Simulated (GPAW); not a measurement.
## Magnetic state of linear Co chain, spacing 2.576 A from several starts

Aim: find out whether linear Co chain, spacing 2.576 A carries moments, and which collinear order costs least.

Calculated with GPAW 26.7.0; LDA; plane waves with GPAW's PAW setups, scalar-relativistic.

## 1. The starting structure

The cell holds 1 atom: 1 Co. Cell: a = 12.000 Å, b = 12.000 Å, c = 2.576 Å, α = 90.0°, β = 90.0°, γ = 90.0°. model lattice. Vacuum lies along a and b. The structure's axis is c.

## 2. Run 1 (ferro +)

Parallel moments need no larger cell; this start tests for a ferromagnetic state only.

File order1.py:

```python
import json
import numpy as np
from ase import Atoms
from ase.parallel import paropen, parprint
from gpaw import GPAW

atoms = Atoms(['Co'],
    cell=[[12.0, 0.0, 0.0],
         [0.0, 12.0, 0.0],
         [0.0, 0.0, 2.576]],
    scaled_positions=[[0.5, 0.5, 0.0]],
    pbc=True,
    magmoms=[2.0])
atoms.calc = GPAW(mode={'name': 'pw', 'ecut': 550},
    xc='LDA',
    kpts={'size': (1, 1, 10), 'gamma': True},
    occupations={'name': 'fermi-dirac', 'width': 0.1},
    convergence={'density': 1e-05, 'energy': 1e-05},
    maxiter=200,
    symmetry={'tolerance': 1e-4},
    txt='order1.txt')
e = atoms.get_potential_energy(force_consistent=True)
res = {'free_energy': e, 'energy_sigma0': atoms.get_potential_energy(), 'fermi_energy': atoms.calc.get_fermi_level()}
res['moments'] = atoms.get_magnetic_moments().tolist()
res['total'] = atoms.get_magnetic_moment()
parprint('site moments (muB):', np.round(res['moments'], 3))
parprint(f"total moment: {res['total']:.3f} muB")
parprint(f'free energy: {e:.6f} eV')
atoms.calc.write('order1.gpw')
with paropen('results.json', 'w') as f:
    json.dump(res, f)
```

Started as:

```sh
> OMP_NUM_THREADS=1 python3 order1.py > order1.log
```

The program printed:

```text
site moments (muB): [2.165]
total moment: 2.395 muB
free energy: -4.941641 eV

--- order1.txt ---
Input parameters:
  mode=PW(ecut=550),
  convergence={'density': 1e-05, 'energy': 1e-05},
  kpts=MonkhorstPack(size=(1, 1, 10), gamma=True),
  maxiter=200,
  occupations=Occupations(name='fermi-dirac', width=0.1),
  symmetry=Symmetry(tolerance=0.0001),
  xc=XC(name='LDA')

Diagonalizing LCAO Hamiltonian
Converting LCAO to pw mode
        .----------------------------.
       /|                            |
      / |                            |
     /  .----------------------------.
    /  /                            /
   /  /                            /
  /  /                            /
 *  /              Co            /
 | /                            /
 |/                            /
 *----------------------------*

Atoms  # Å, Bohr magnetons
|   | symbol |        x |        y |        z |    initial magnetic moments |
|---|--------|----------|----------|----------|-----------------------------|
| 0 |     Co | 6.000000 | 6.000000 | 0.000000 | ( 0.0000,  0.0000,  2.0000) |

Unit cell  # Å
| periodic |         x |         y |        z |   lengths |    angles |
|----------|-----------|-----------|----------|-----------|-----------|
|      yes | 12.000000 |  0.000000 | 0.000000 | 12.000000 | 90.000000 |
|      yes |  0.000000 | 12.000000 | 0.000000 | 12.000000 | 90.000000 |
|      yes |  0.000000 |  0.000000 | 2.576000 |  2.576000 | 90.000000 |

Number of symmetries: 16

BZ-sampling:
  Number of BZ points: 10
  Number of IBZ points: 6

  Monkhorst-Pack size: [1, 1, 10]
  Monkhorst-Pack shift: [0.0, 0.0, 0.05]

K-points  # in reciprocal-cell coordinates
|   |                                coordinates |     weight |
|---|--------------------------------------------|------------|
| 0 | (  0.00000000,   0.00000000,   0.00000000) | 0.10000000 |
| 1 | (  0.00000000,   0.00000000,   0.10000000) | 0.20000000 |
| 2 | (  0.00000000,   0.00000000,   0.20000000) | 0.20000000 |
| 3 | (  0.00000000,   0.00000000,   0.30000000) | 0.20000000 |
| 4 | (  0.00000000,   0.00000000,   0.40000000) | 0.20000000 |
| 5 | (  0.00000000,   0.00000000,   0.50000000) | 0.10000000 |

Plane wave coefficients: 10930
Cutoff: 550.0 eV

Spin-components: 2 (collinear spins)
Bands:           9
Projectors:      6
Spin-degeneracy: 1
Datatype:        complex128

Parallelization:
  kpt:    1
  domain: 1
  band:   1

Density:
  Valence electrons: 9.0
  Components: 2
  Grid points: [70 70 14]
  Charge: 0.0  # |e|

Potential:
  Grid points: [70 70 14]

species:
  Co:
    name:    Cobalt
    Z:       27.0
    valence: 9
    core:    18
    charge:  0.0  # [|e|]
    compensation charges:
      type: gauss
      rc: 0.32  # [Å]
      lmax: 2
    cutoffs:
      filter: 1.87  # [Å]
      core: 2.55  # [Å]
    projectors
    | kind |    occ | energy [eV] | rcut [Å] |
    |------|--------|-------------|----------|
    |   4s |  2.000 |      -5.672 |    1.005 |
    |   4p |  0.000 |      -1.387 |    1.058 |
    |   3d |  7.000 |      -8.461 |    1.005 |
    |    s |        |      21.539 |    1.005 |
    |    p |        |      25.825 |    1.058 |
    |    d |        |      18.750 |    1.005 |

    Using partial waves for Co as LCAO basis

Reference energy: -37838.266704  # eV

eigensolver:
  PPCG
  Converge bands: occupied
  niter=2

density mixing:
  MSR1-Mixer
  Pratt-step length: 0.05
  Maximum mixing coefficient: 0.75
  Old densities: 10
  SVD Regularization: 0.005
  Good broyden scale: 1.0
  Trust region scale: 1.0
  Backstep threshold: 4.0
  History deletion threshold: 6.0
  Fourier metric: weight=20.0, sigma=0.015

occupation numbers:
  Fermi-Dirac:
    width: 0.1000  # eV

poisson solver:
  ecut: 4400.0  # eV

xc functional:
  name: None

convergence criteria:
- Maximum integral of absolute [dens]ity change: 1e-05 electrons / valence electron
- Maximum [total energy] change in last 3 cyles: 1e-05 eV / valence electron
- Maximum integral of absolute [eigenst]ate change: 4e-08 eV^2 / valence electron
maximum number of iterations: 200

SCF iterations
|iter     |      energy | eigst |  dens |  magmom |
|---------|-------------|-------|-------|---------|
|iter:   1|       0s |   -5.847531 | -0.02 |       |  +2.0028|
|iter:   2|       1s |   -5.253296 | -0.78 | -0.60 |  +1.9910|
|iter:   3|       2s |   -4.850268 | -0.59 | -0.81 |  +2.0181|
|iter:   4|       3s |   -4.842224 | -2.11 | -1.07 |  +2.0889|
|iter:   5|       4s |   -4.844104 | -2.24 | -1.20 |  +2.2395|
|iter:   6|       5s |   -4.850740 | -2.86 | -1.52 |  +2.3477|
|iter:   7|       6s |   -4.852716 | -3.32 | -1.94 |  +2.3998|
|iter:   8|       7s |   -4.852811 | -3.85 | -2.32 |  +2.3984|
|iter:   9|       8s |   -4.852774 | -5.01 | -2.79 |  +2.3961|
|iter:  10|       9s |   -4.852710 | -5.14 | -3.06 |  +2.3943|
|iter:  11|      10s |   -4.852703c| -6.39 | -3.81 |  +2.3947|
|iter:  12|      12s |   -4.852701c| -7.22 | -4.10 |  +2.3951|
|iter:  13|      12s |   -4.852703c| -7.58c| -4.88 |  +2.3951|
|iter:  14|      13s |   -4.852702c| -7.65c| -5.06c|  +2.3951|

Converged in 14 steps
Energy contributions relative to reference atoms: (reference = -37838.266704)

Energy contributions:
  Kinetic:          11.529808
  Coulomb:          -9.566104
  Zero:             -0.075788
  External:          0.000000
  Xc:               -6.651678
  Entropy:          -0.177878
  Spinorbit:         0.000000
  ----------------------------
  Free energy:      -4.941641
  Extrapolated:     -4.852702

dipole moment: (-0.000005, -0.000005, -6.901573)  # |e|*Ang

Total magnetic moment: (0.000000, 0.000000, 2.395129)

Local magnetic moments
|        x |        y |        z |
|----------|----------|----------|
| 0.000000 | 0.000000 | 2.164826 |  # Co   0

Fermi level: -4.348
Eigenvalues  # (at kpt = [0.000, 0.000, 0.000])
| band index |      eig [eV] | occ [0-1] |      eig [eV] | occ [0-1] |
|------------|---------------|-----------|---------------|-----------|
|          0 |        -7.927 |     1.000 |        -6.975 |     1.000 |
|          1 |        -6.551 |     1.000 |        -4.794 |     0.989 |
|          2 |        -6.551 |     1.000 |        -4.514 |     0.840 |
|          3 |        -6.178 |     1.000 |        -4.513 |     0.840 |
|          4 |        -5.777 |     1.000 |        -3.660 |     0.001 |
|          5 |        -5.777 |     1.000 |        -3.660 |     0.001 |
|          6 |        -2.114 |     0.000 |        -1.864 |     0.000 |
|          7 |        -2.114 |     0.000 |        -1.864 |     0.000 |
|          8 |         0.167 |     0.000 |         0.175 |     0.000 |

No gap
No difference between direct/indirect transitions
```

Run time: 16 s. Hardware: 1 MPI rank of Intel Xeon Platinum 8488C (Sapphire Rapids), shared host; peak memory 0.3 GiB.

Numbers from this step:

```
magnetization  : 2.395 μB
final state    : ferromagnetic
largest moment : 2.165 μB
```

After 14 cycles the largest moment stands at 2.16 μB.

## 3. Order 2, typed as antiferro q=(0,0,1/2) +-

Reversing part of the moments tests the sign of the couplings between them.

This order needs a doubled cell of 2 atoms. Its mesh is chosen so that both cells sample the same points.

order2.py is the script of step 2 with these lines changed:

```diff
@@ -6,12 +6,13 @@
 
-atoms = Atoms(['Co'],
+atoms = Atoms(['Co', 'Co'],
     cell=[[12.0, 0.0, 0.0],
          [0.0, 12.0, 0.0],
-         [0.0, 0.0, 2.576]],
-    scaled_positions=[[0.5, 0.5, 0.0]],
+         [0.0, 0.0, 5.152]],
+    scaled_positions=[[0.5, 0.5, 0.0],
+         [0.5, 0.5, 0.5]],
     pbc=True,
-    magmoms=[2.0])
+    magmoms=[2.0, -2.0])
 atoms.calc = GPAW(mode={'name': 'pw', 'ecut': 550},
     xc='LDA',
-    kpts={'size': (1, 1, 10), 'gamma': True},
+    kpts={'size': (1, 1, 5), 'gamma': True},
     occupations={'name': 'fermi-dirac', 'width': 0.1},
@@ -20,3 +21,3 @@
     symmetry={'tolerance': 1e-4},
-    txt='order1.txt')
+    txt='order2.txt')
 e = atoms.get_potential_energy(force_consistent=True)
@@ -28,3 +29,3 @@
 parprint(f'free energy: {e:.6f} eV')
-atoms.calc.write('order1.gpw')
+atoms.calc.write('order2.gpw')
 with paropen('results.json', 'w') as f:
```

Started as:

```sh
> OMP_NUM_THREADS=1 python3 order2.py > order2.log
```

The program printed:

```text
site moments (muB): [ 1.98 -1.98]
total moment: 0.000 muB
free energy: -9.328417 eV

--- order2.txt ---
Input parameters:
  mode=PW(ecut=550),
  convergence={'density': 1e-05, 'energy': 1e-05},
  kpts=MonkhorstPack(size=(1, 1, 5), gamma=True),
  maxiter=200,
  occupations=Occupations(name='fermi-dirac', width=0.1),
  symmetry=Symmetry(tolerance=0.0001),
  xc=XC(name='LDA')

Diagonalizing LCAO Hamiltonian
Converting LCAO to pw mode
        .----------------------------.
       /|                            |
      / |                            |
     /  |                            |
    /   |                            |
   /    |                            |
  /     .----------------------------.
 *     /           Co               /
 |    /                            /
 |   /                            /
 |  /              Co            /
 | /                            /
 |/                            /
 *----------------------------*

Atoms  # Å, Bohr magnetons
|   | symbol |        x |        y |        z |    initial magnetic moments |
|---|--------|----------|----------|----------|-----------------------------|
| 0 |     Co | 6.000000 | 6.000000 | 0.000000 | ( 0.0000,  0.0000,  2.0000) |
| 1 |     Co | 6.000000 | 6.000000 | 2.576000 | ( 0.0000,  0.0000, -2.0000) |

Unit cell  # Å
| periodic |         x |         y |        z |   lengths |    angles |
|----------|-----------|-----------|----------|-----------|-----------|
|      yes | 12.000000 |  0.000000 | 0.000000 | 12.000000 | 90.000000 |
|      yes |  0.000000 | 12.000000 | 0.000000 | 12.000000 | 90.000000 |
|      yes |  0.000000 |  0.000000 | 5.152000 |  5.152000 | 90.000000 |

Number of symmetries: 16

BZ-sampling:
  Number of BZ points: 5
  Number of IBZ points: 3

  Monkhorst-Pack size: [1, 1, 5]
  Monkhorst-Pack shift: [0, 0, 0]

Plane wave coefficients: 21752
Cutoff: 550.0 eV

Spin-components: 2 (collinear spins)
Bands:           15
Projectors:      12
Spin-degeneracy: 1
Datatype:        complex128

Parallelization:
  kpt:    1
  domain: 1
  band:   1

Density:
  Valence electrons: 18.0
  Components: 2
  Grid points: [70 70 28]
  Charge: 0.0  # |e|

Potential:
  Grid points: [70 70 28]

[... setups left out ...]
Reference energy: -75676.533408  # eV

eigensolver:
  PPCG
  Converge bands: occupied
  niter=2

density mixing:
  MSR1-Mixer
  Pratt-step length: 0.05
  Maximum mixing coefficient: 0.75
  Old densities: 10
  SVD Regularization: 0.005
  Good broyden scale: 1.0
  Trust region scale: 1.0
  Backstep threshold: 4.0
  History deletion threshold: 6.0
  Fourier metric: weight=20.0, sigma=0.015

occupation numbers:
  Fermi-Dirac:
    width: 0.1000  # eV

poisson solver:
  ecut: 4400.0  # eV

xc functional:
  name: None

convergence criteria:
- Maximum integral of absolute [dens]ity change: 1e-05 electrons / valence electron
- Maximum [total energy] change in last 3 cyles: 1e-05 eV / valence electron
- Maximum integral of absolute [eigenst]ate change: 4e-08 eV^2 / valence electron
maximum number of iterations: 200

SCF iterations
|iter     |      energy | eigst |  dens |  magmom |
|---------|-------------|-------|-------|---------|
|iter:   1|       0s |  -11.353189 | -0.06 |       |  +0.0000|
|iter:   2|       1s |   -9.921592 | -0.86 | -0.55 |  +0.0000|
|iter:   3|       3s |   -9.049449 | -0.55 | -0.76 |  +0.0000|
|iter:   4|       5s |   -9.023949 | -1.78 | -1.12 |  -0.0000|
|iter:   5|       7s |   -9.013716 | -2.30 | -1.28 |  +0.0000|
|iter:   6|       9s |   -9.021620 | -2.74 | -1.62 |  -0.0000|
|iter:   7|      10s |   -9.028399 | -3.21 | -2.00 |  +0.0000|
|iter:   8|      12s |   -9.029992 | -4.09 | -2.42 |  -0.0001|
|iter:   9|      14s |   -9.037481 | -3.67 | -2.57 |  +0.0036|
|iter:  10|      16s |   -9.030297 | -3.70 | -1.31 |  -0.0000|
[... 17 iterations left out ...]
|iter:  28|      50s |   -9.032701 | -4.47 | -3.36 |  -0.0000|
|iter:  29|      52s |   -9.032318 | -4.86 | -3.54 |  +0.0000|
|iter:  30|      54s |   -9.032071 | -4.91 | -3.68 |  +0.0000|
|iter:  31|      56s |   -9.032048 | -6.15 | -3.93 |  +0.0000|
|iter:  32|      57s |   -9.032010c| -5.41 | -3.96 |  +0.0000|
|iter:  33|      59s |   -9.032014c| -5.73 | -4.17 |  +0.0000|
|iter:  34|      61s |   -9.032035c| -5.91 | -4.42 |  +0.0000|
|iter:  35|      63s |   -9.032037c| -7.20 | -4.91 |  +0.0000|
|iter:  36|      65s |   -9.032042c| -7.30 | -5.04c|  +0.0000|
|iter:  37|      67s |   -9.032042c| -8.25c| -5.39c|  +0.0000|

Converged in 37 steps
Energy contributions relative to reference atoms: (reference = -75676.533408)

Energy contributions:
  Kinetic:          26.278694
  Coulomb:         -21.385131
  Zero:             -0.158608
  External:          0.000000
  Xc:              -13.470621
  Entropy:          -0.592751
  Spinorbit:         0.000000
  ----------------------------
  Free energy:      -9.328417
  Extrapolated:     -9.032042

dipole moment: (-0.000010, -0.000010, -13.790640)  # |e|*Ang

Total magnetic moment: (0.000000, 0.000000, 0.000000)

Local magnetic moments
|        x |        y |         z |
|----------|----------|-----------|
| 0.000000 | 0.000000 |  1.979813 |  # Co   0
| 0.000000 | 0.000000 | -1.979813 |  # Co   1

Fermi level: -4.211
Eigenvalues  # (at kpt = [0.000, 0.000, 0.000])
| band index |      eig [eV] | occ [0-1] |      eig [eV] | occ [0-1] |
|------------|---------------|-----------|---------------|-----------|
|          0 |        -7.374 |     1.000 |        -7.374 |     1.000 |
|          1 |        -6.222 |     1.000 |        -6.222 |     1.000 |
|          2 |        -6.222 |     1.000 |        -6.222 |     1.000 |
|          3 |        -6.207 |     1.000 |        -6.207 |     1.000 |
|          4 |        -6.189 |     1.000 |        -6.189 |     1.000 |
|          5 |        -5.931 |     1.000 |        -5.931 |     1.000 |
|          6 |        -4.208 |     0.491 |        -4.208 |     0.491 |
|          7 |        -4.199 |     0.470 |        -4.199 |     0.470 |
|          8 |        -4.120 |     0.286 |        -4.120 |     0.286 |
|          9 |        -4.120 |     0.286 |        -4.120 |     0.286 |
|         10 |        -4.069 |     0.194 |        -4.069 |     0.194 |
|         11 |        -1.939 |     0.000 |        -1.939 |     0.000 |
|         12 |        -1.939 |     0.000 |        -1.939 |     0.000 |
|         13 |        -1.315 |     0.000 |        -1.315 |     0.000 |
|         14 |         0.167 |     0.000 |         0.167 |     0.000 |

No gap
No difference between direct/indirect transitions
```

Wall time 72 s (1 MPI rank); peak memory 0.51 GiB.

Numbers from this step:

```yaml
magnetization: 0 μB
final_state: antiferromagnetic
largest_moment: 1.980 μB
```

It lies 277 meV a seeded atom over the first start, and its largest moment is 1.98 μB against 2.16 μB.

## 4. Start 3: no spin polarisation

A run without seeds gives the energy of the state without moments.

File nospin.py:

```python
import json
import numpy as np
from ase import Atoms
from ase.parallel import paropen, parprint
from gpaw import GPAW

atoms = Atoms(['Co'],
    cell=[[12.0, 0.0, 0.0],
         [0.0, 12.0, 0.0],
         [0.0, 0.0, 2.576]],
    scaled_positions=[[0.5, 0.5, 0.0]],
    pbc=True)
atoms.calc = GPAW(mode={'name': 'pw', 'ecut': 550},
    xc='LDA',
    kpts={'size': (1, 1, 10), 'gamma': True},
    occupations={'name': 'fermi-dirac', 'width': 0.1},
    convergence={'density': 1e-05, 'energy': 1e-05},
    maxiter=200,
    symmetry={'tolerance': 1e-4},
    txt='nospin.txt')
e = atoms.get_potential_energy(force_consistent=True)
res = {'free_energy': e, 'energy_sigma0': atoms.get_potential_energy(), 'fermi_energy': atoms.calc.get_fermi_level()}
parprint(f'free energy: {e:.6f} eV')
atoms.calc.write('nospin.gpw')
with paropen('results.json', 'w') as f:
    json.dump(res, f)
```

Started as:

```sh
> OMP_NUM_THREADS=1 python3 nospin.py > nospin.log
```

The program printed:

```text
free energy: -4.210886 eV

--- nospin.txt ---
Input parameters:
  mode=PW(ecut=550),
  convergence={'density': 1e-05, 'energy': 1e-05},
  kpts=MonkhorstPack(size=(1, 1, 10), gamma=True),
  maxiter=200,
  occupations=Occupations(name='fermi-dirac', width=0.1),
  symmetry=Symmetry(tolerance=0.0001),
  xc=XC(name='LDA')

Diagonalizing LCAO Hamiltonian
Converting LCAO to pw mode
        .----------------------------.
[...]
|------------|---------------|-----------|
|          0 |        -7.255 |     2.000 |
|          1 |        -5.331 |     1.998 |
|          2 |        -4.964 |     1.932 |
|          3 |        -4.964 |     1.932 |
|          4 |        -4.378 |     0.151 |
|          5 |        -4.378 |     0.151 |
|          6 |        -1.925 |     0.000 |
|          7 |        -1.925 |     0.000 |
|          8 |         0.157 |     0.000 |

No gap
No difference between direct/indirect transitions


[key lines of the parts left out:]
Free energy:      -4.210886
Converged in 14 steps
dipole moment: (-0.000005, -0.000005, -6.869750)  # |e|*Ang
Fermi level: -4.628
```

It took 8.1 s on 1 MPI rank; peak memory 0.23 GiB.

Read from the output:

| Property | Result |
| --- | --- |
| final state | non-magnetic (no spin polarisation) |

It lies 731 meV a seeded atom over the first start.

## 5. Ranking

These are free energies at a smearing of 0.1 eV, so its entropy term is in the differences. They are divided by the number of seeded atoms, so that cells of unlike size compare. Wavevectors q in the names are fractions of the reciprocal vectors of the first run's cell.

Orders:

```tsv
start	final state	typed order kept	energy over the lowest (meV a seeded atom)	largest site moment (μB)	net moment (μB a primitive cell)	mesh matched	CPU time (s)
ferro +	ferromagnetic	yes	0	2.165	2.395	yes	16.07
antiferro q=(0,0,1/2) +-	antiferromagnetic	yes	277.4	1.98	0	yes	71.64
no spin polarisation	non-magnetic	-	730.8	0	0	yes	7.99
```

## 6. Outcome

```yaml
lowest_state_found: ferromagnetic (typed ferro +)
largest_site_moment: 2.16 μB
next_state: antiferromagnetic, 277 meV a seeded atom higher
energy_gained_by_spin_polarisation: 731 meV a seeded atom
```

What this shows: The lowest state found is ferromagnetic, reached from the start ferro +, with moments up to 2.16 μB. The next state costs 277 meV a seeded atom. This is the lowest of 3 finished starts, no proof of the ground state.

[Logs and program files are shortened in this print: banners, set-up blocks, solver, clock and traceback lines can be left out without a mark of their own.]

[Logs are printed without paths, hosts, clocks, repeated set-up lines and the standing remarks that a program may print on its own settings, such as how far it seeks lower states.]

[Hosts, paths, dates, database ids (printed as entryN), source tags and the programs' standing remarks are cut or masked in the printed files.]

[Where a cell is said to come from a database of computed structures, the database is the Materials Project.]
